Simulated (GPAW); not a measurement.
Runs of GPAW 26.7.0 on MnSi. Symmetry: F-43m, No. 216, cubic system. Conventional cell: a = 5.054 Å, b = 5.054 Å, c = 5.054 Å, α = 90.00°, β = 90.00°, γ = 90.00°. Mn (site symmetry -43m) has 4 Si at 2.19 Å as nearest neighbours. Si (site symmetry -43m) is surrounded by 4 Mn at 2.19 Å. The cell was built by a generator and needn't be a form met in nature.

```tsv
task	level	potentials or basis	eigensolver	series job	gap on the mesh (eV)	pressure (GPa)	moment (μB)
hyperfine couplings	PBEsol	PAW data sets generated in the run's folder for this functional, pw	-	-	none	14.8	1.99
hyperfine couplings	WC	PAW data sets generated in the run's folder for this functional, pw	-	-	none	(c)	1.99
hyperfine couplings	LDA	the program's PAW data sets (release 1.2.1) made for this functional, pw	-	-	none	9.7	1.90
hyperfine couplings	BLYP	PAW data sets generated in the run's folder for this functional, pw	davidson	-	none	(b)	1.95
hyperfine couplings	revPBE	the program's PAW data sets (release 1.2.1) made for this functional, pw	-	-	none	22.1	2.05
hyperfine couplings	RPBE	the program's PAW data sets (release 1.2.1) made for this functional, pw	-	-	none	23.0	2.05
hyperfine couplings	AM05	PAW data sets generated in the run's folder for this functional, pw	-	-	none	14.1	(a)
```

Alike in all rows: spin collinear, ferromagnetic start; cell as given; k mesh 9 × 9 × 9; cutoff (eV) 510; smearing fermi-dirac 0.05 eV.

Task: Estimate the missing entries.

Result: (a) 1.96; (b) 22.8; (c) 15.0.

Caveats: the cutoff is short for stress and forces, so pressures can be off by a GPa or more; the dipolar part lacks the spin inside other atoms' spheres.

A gap of «none» marks a metal or a gap under the smearing width.

Runs at the PBE level aren't shown here.
